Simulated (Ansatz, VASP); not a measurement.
**One calculation of HfO2, two programs**

```
CELL_PARAMETERS angstrom
3.45699 0.00000 0.00000
0.00000 3.45699 0.00000
0.00000 0.00000 4.90671
ATOMIC_POSITIONS crystal
Hf 0.50000 0.50000 0.50000
Hf 0.00000 0.00000 0.00000
O 0.00000 0.50000 0.72912
O 0.50000 0.00000 0.77088
O 0.50000 0.00000 0.27088
O 0.00000 0.50000 0.22912
```

Alike in both runs: functional PBE; k mesh 8 × 8 × 6; occupations gaussian, width 0.02 eV; no spin polarisation.

Ansatz relaxed the structure, and its values are those at the end. VASP's run is a single point on that final structure, the one shown.

|  | VASP | Ansatz |
| --- | --- | --- |
| version | VASP 6.6.1 | Ansatz 0.2.0 |
| potentials or method | VASP PAW PBE potentials, release 64 (Hf_pv, O) | scalar-relativistic, plane waves, PAW |
| plane-wave cutoff (eV) | 520 | 420 |
| valence electrons in the cell | 44 | 76 |

```tsv
	VASP	Ansatz	Ansatz less VASP
gap on the k mesh at the Fermi level (eV)	4.40	4.35	-0.053
least direct gap on the mesh (eV)	4.46	4.41	-0.045
```

The two sets of potentials don't hold the same shells in valence.

Caveats: spin-orbit coupling is left out, which moves the levels of the heavy elements. A k mesh can miss the band edges.
